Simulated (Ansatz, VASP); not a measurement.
# Bi in VASP and in Ansatz

Contents of INCAR:

```
SYSTEM = Bi
PREC     = Accurate       ! precision mode
ENCUT    = 520            ! plane-wave cutoff, eV
EDIFF    = 1E-6           ! SCF threshold, eV
ISMEAR   = -1             ! smearing method
SIGMA    = 0.05           ! smearing width, eV
LREAL    = .FALSE.        ! projectors in reciprocal space
LASPH    = .TRUE.         ! aspherical terms in the spheres
NELM     = 100            ! most SCF steps
ALGO     = Normal         ! electronic algorithm
ISIF     = 2              ! what is computed and relaxed
LWAVE    = .FALSE.        ! write WAVECAR
LCHARG   = .TRUE.         ! write CHGCAR
METAGGA  = R2SCAN         ! meta-GGA
LMIXTAU  = .TRUE.       
LELF     = .TRUE.         ! ELF
LVHAR    = .TRUE.
```

Contents of KPOINTS:

```
Automatic mesh
0
G
  9 9 9
  0 0 0
```

File POSCAR:

```
Bi
1.0
   -1.9814305318      1.9814305318      1.9814305318
    1.9814305318     -1.9814305318      1.9814305318
    1.9814305318      1.9814305318     -1.9814305318
Bi
1
Direct
    0.0000000000      0.0000000000      0.0000000000
```

Contents of input.yaml:

```yaml
crystal:
  lattice:
    - [-1.9814305318, 1.9814305318, 1.9814305318]
    - [1.9814305318, -1.9814305318, 1.9814305318]
    - [1.9814305318, 1.9814305318, -1.9814305318]
  atoms:
    - { symbol: Bi, position: [0.0, 0.0, 0.0] }
hamiltonian:
  xc: r2scan
  pseudopotentials: { kind: paw }
kpoints:
  mp_grid: { grid: [9, 9, 9] }
scf:
  occupations: { method: fermi_dirac, width: 0.05 }
output:
  forces: true
  stress: true
  eigenvalues: true
```

This isn't the form of Bi at room conditions, which is rhombohedral.

Alike in both runs: task single point; functional r2SCAN; k mesh 9 × 9 × 9; occupations fermi-dirac, width 0.05 eV; no spin polarisation.

|  | VASP | Ansatz |
| --- | --- | --- |
| version | VASP 6.6.1 | Ansatz 0.2.0 |
| potentials or method | VASP PAW PBE potentials, release 64 (Bi_d) | Ansatz PAW |
| plane-wave cutoff (eV) | 520 | 500 |
| valence electrons in the cell | 15 | 15 |

```tsv
	VASP	Ansatz	Ansatz less VASP
gap on the k mesh at the Fermi level (eV)	none	none	-
pressure (GPa)	0.0	0.1	+0.04
```

A gap of «none» marks a metal or a gap that the smearing closes.

Caveats: spin-orbit coupling is left out, which moves the levels of the heavy elements; the PAW data sets were made with another functional, which shifts forces and pressure a little (VASP); the PAW data sets come from PBE, with cores solved anew for the run's functional, which leaves a small shift of forces and pressure (Ansatz).
